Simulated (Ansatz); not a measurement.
# GaAs: band gap under strain

How does strain move the band edges of GaAs (zincblende), and do the functionals agree on it? States: no strain; -4.0 % strain along z alone; -3.0 % strain along z alone.

Program: Ansatz 0.2.0. PAW datasets, plane waves. Spin-unpolarised throughout; all numbers are computed.

**1. The cell**

The unstrained cell was relaxed with r2SCAN; in each strained cell the atoms were relaxed again with r2SCAN. Names of k-points are those of the unstrained zone, where strain can split equivalent points. First state: no strain.

The symmetry is F-43m (No. 216, cubic); conventional cell a = 5.666 Å, 22.74 Å³ an atom. Ga has 4 As at 2.45 Å; As has 4 Ga at 2.45 Å.

As a file:

```cif
data_structure
_symmetry_space_group_name_H-M 'P 1'
_symmetry_Int_Tables_number 1
_cell_length_a 4.0066
_cell_length_b 4.0066
_cell_length_c 4.0066
_cell_angle_alpha 60.000
_cell_angle_beta 60.000
_cell_angle_gamma 60.000
_cell_volume 45.48
loop_
_atom_site_label
_atom_site_type_symbol
_atom_site_fract_x
_atom_site_fract_y
_atom_site_fract_z
_atom_site_occupancy
Ga1 Ga 0.00000 0.00000 0.00000 1
As1 As 0.25000 0.25000 0.25000 1
```

**2. No strain: PBE**

input.yaml

```yaml
crystal:
  lattice:
    - [0.0, 2.8330850955, 2.8330850955]
    - [2.8330850955, 0.0, 2.8330850955]
    - [2.8330850955, 2.8330850955, 0.0]
  atoms:
    - { symbol: Ga, position: [0.0, 0.0, 0.0] }
    - { symbol: As, position: [0.25, 0.25, 0.25] }
kpoints:
  mp_grid: { grid: [8, 8, 8] }
  band_path:
    path:
      - [0.0, 0.0, 0.0]
      - [-0.5, -0.5, 0.0]
      - [-0.375, -0.375, 0.25]
      - [-0.375, 0.0, 0.375]
      - [0.0, 0.0, 0.5]
      - [-0.5, -0.25, 0.25]
    npoints: 1
hamiltonian:
  xc: pbe
scf:
  occupations: { method: fermi_dirac, width: 0.02 }
  n_extra_bands: 4
output:
  forces: true
  stress: true
  eigenvalues: true
```

Launch:

```sh
$ ansatz run input.yaml --threads 2 --pin off --max-ram 18432MiB --backend cpu --events-out ev --progress --plain --runs-dir out
```

Further steps of the session: No strain: r2SCAN; No strain: HSE06; No strain: r2SCAN+SOC; No strain: r2SCAN; No strain: G0W0@PBE; -4.0 % strain along z alone: PBE; -4.0 % strain along z alone: r2SCAN; -4.0 % strain along z alone: HSE06; -4.0 % strain along z alone: r2SCAN+SOC; -4.0 % strain along z alone: r2SCAN; -4.0 % strain along z alone: G0W0@PBE; -3.0 % strain along z alone: PBE; -3.0 % strain along z alone: r2SCAN; -3.0 % strain along z alone: HSE06; -3.0 % strain along z alone: r2SCAN+SOC; -3.0 % strain along z alone: r2SCAN; -3.0 % strain along z alone: G0W0@PBE.

Before running it: what results should come out?

As calculated:

Least gap in eV (negative: overlap), with the change from the unstrained cell in brackets. G0W0 is on its own coarse mesh.

```
                      state  volume change (%)           PBE        r2SCAN         HSE06          G0W0
                  no strain               +0.0          0.47          0.96          1.36          1.20
-4.0 % strain along z alone               -4.0  0.61 (+0.14)  1.13 (+0.17)  1.54 (+0.18)  1.40 (+0.20)
-3.0 % strain along z alone               -3.0  0.58 (+0.11)  1.08 (+0.12)  1.50 (+0.14)  1.35 (+0.15)
```

In words: With HSE06, of the states in the table -4.0 % strain along z alone shifts the gap most, by +0.177 eV. PBE and HSE06 differ by 0.90 eV on the unstrained gap, and by at most 0.03 eV on its change: the two disagree on the size of the gap but agree on its response to strain. No extrapolation in bands, cutoff or mesh was made for G0W0.
